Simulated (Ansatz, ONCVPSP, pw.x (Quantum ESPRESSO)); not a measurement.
## pw.x on bcc Si: one setting changed

Potential: optimised norm-conserving Vanderbilt (ONCV), ONCVPSP 4.0.1, LDA (Perdew-Wang 92); core [Ne], reference 3s2 3p2; waves: 3s: rc 1.60 bohr, ncon 4, nbas 7, qcut 4.6 1/bohr, 2 projectors, debl 3.3 Ha; 3p: rc 2.35 bohr, ncon 3, nbas 6, qcut 3 1/bohr, 2 projectors, debl 2.5 Ha; d scattering state at 0.19 Ha: rc 1.80 bohr, ncon 4, nbas 9, qcut 5.6 1/bohr, 2 projectors, debl 1.4 Ha; local part: polynomial inside 1.35 bohr (lpopt 3, dvloc0 0 Ha); core correction: Teter function, fcfact 3.75, rcfact 1.05.

The reference run (k-mesh 15³, cutoffs 50/200 Ry, Fermi–Dirac 0.01 Ry, mixing_beta 0.4, conv_thr 1e-9, no spin) gives -0.09 GPa at 14.087 Å³/atom, where all-electron LAPW gives 0.22 GPa. This run, with its own iteration cap, changes k-mesh shift to 1.

```
&control
  calculation='scf', prefix='x', pseudo_dir='./', outdir='./tmp', tstress=.true., disk_io='none'
/
&system
  ibrav=0, nat=1, ntyp=1, ecutwfc=50, ecutrho=200, nbnd=9,
  occupations='smearing', smearing='fd', degauss=0.01
/
&electrons
  conv_thr=1e-09, mixing_beta=0.4, electron_maxstep=50
/
ATOMIC_SPECIES
Si 1.0 Si.UPF
CELL_PARAMETERS angstrom
  -1.52143303 1.52143303 1.52143303
  1.52143303 -1.52143303 1.52143303
  1.52143303 1.52143303 -1.52143303
ATOMIC_POSITIONS crystal
Si 0.0000 0.0000 0.0000
K_POINTS automatic
15 15 15 1 1 1
```

```bash
pw.x < Si.scf.in > Si.scf.out
```

Q: How does the run end?

A: It converges in 5 iterations; the free energy moves by +8.0 meV/atom and the pressure by +0.15 GPa.

```
Message from routine setup:
     using ibrav=0 with symmetry is DISCOURAGED, use correct ibrav instead
     lattice parameter (alat)  =       4.9798  a.u.
     unit-cell volume          =      95.0638 (a.u.)^3
     number of electrons       =         4.00
     number of Kohn-Sham states=            9
     kinetic-energy cutoff     =      50.0000  Ry
     charge density cutoff     =     200.0000  Ry
     scf convergence threshold =      1.0E-09
     Exchange-correlation= SLA  PW   NOGX NOGC
     number of k points=   120  Fermi-Dirac smearing, width (Ry)=  0.0100
     iteration #  1     ecut=    50.00 Ry     beta= 0.40
     total energy              =      -8.17826616 Ry
     estimated scf accuracy    <       0.00321803 Ry
     iteration #  2     ecut=    50.00 Ry     beta= 0.40
     total energy              =      -8.17793668 Ry
     estimated scf accuracy    <       0.00097955 Ry
     iteration #  3     ecut=    50.00 Ry     beta= 0.40
     total energy              =      -8.17798856 Ry
     estimated scf accuracy    <       0.00000530 Ry
     iteration #  4     ecut=    50.00 Ry     beta= 0.40
     total energy              =      -8.17798998 Ry
     estimated scf accuracy    <       0.00000002 Ry
     iteration #  5     ecut=    50.00 Ry     beta= 0.40
     the Fermi energy is    10.7698 ev
!    total energy              =      -8.17799001 Ry
     estimated scf accuracy    <          9.5E-10 Ry
     smearing contrib. (-TS)   =      -0.00211004 Ry
     The total energy is F=E-TS. E is the sum of the following terms:
     one-electron contribution =       4.70124743 Ry
     hartree contribution      =       0.02877677 Ry
     xc contribution           =      -2.77966460 Ry
     ewald contribution        =     -10.12623958 Ry
     convergence has been achieved in   5 iterations
          total   stress  (Ry/bohr**3)                   (kbar)     P=        0.66
     Message from routine punch:
     Nothing written, as per user request (disk_io='none')
```

The run took about 8.2 s on one core of a shared host (AMD EPYC 7R43 64-Core Processor, 256 threads, 1004 GiB, load 144).
